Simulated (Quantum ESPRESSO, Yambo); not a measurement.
Planning a run of Yambo 5.3.0 on InP (F-43m). The input:

```
HF_and_locXC
gw0
dyson
cohsex
em1s
rim_cut
RandQpts= 1000000
RandGvec= 1 RL
EXXRLvcs= 80 Ry
VXCRLvcs= 320 Ry
Chimod= "HARTREE"
% BndsRnXs
 1 | 396 |
%
NGsBlkXs= 17 Ry
% LongDrXs
 1 | 1 | 1 |
%
% GbndRnge
 1 | 396 |
%
DysSolver= "n"
ExtendOut
% QPkrange
 1 | 1 | 23 | 30 |
%
```

```sh
OMP_NUM_THREADS=2 mpirun -n 2 yambo -F gw8.in -J gw8 -C gw8 > gw8.log
```

The stored states that it reads are on a 4×4×4 mesh. It takes space group F-43m (No. 216, cubic). The conventional cell has a = 5.869 Å, b = 5.869 Å, c = 5.869 Å, α = 90.00°, β = 90.00°, γ = 90.00°. In has 4 P at 2.54 Å nearest. Nearest to P lie 4 In at 2.54 Å. Farther neighbours are not listed.

Estimate wall time and host memory on 2 MPI ranks of Arm Neoverse V1, shared host.

It took 16 min; on shared hardware allow 8 min to 32 min. Peak host memory was 2.0 GiB.

The screening grows as filled bands × empty bands × pairs of k points, times the square of the screening basis for the matrix.

[Paths, hosts, dates, memory and timing lines, banners, echoed tables and standing remarks are left out of the program output.]

[Logs are printed without paths, hosts, clocks, repeated set-up lines and the standing remarks that a program may print on its own settings, such as how far it seeks lower states.]

[Runs of the session that timed out or met a known fault of the program may be left out.]

[Hosts, paths, dates, database ids (printed as entryN), source tags and the programs' standing remarks are cut or masked in the printed files.]
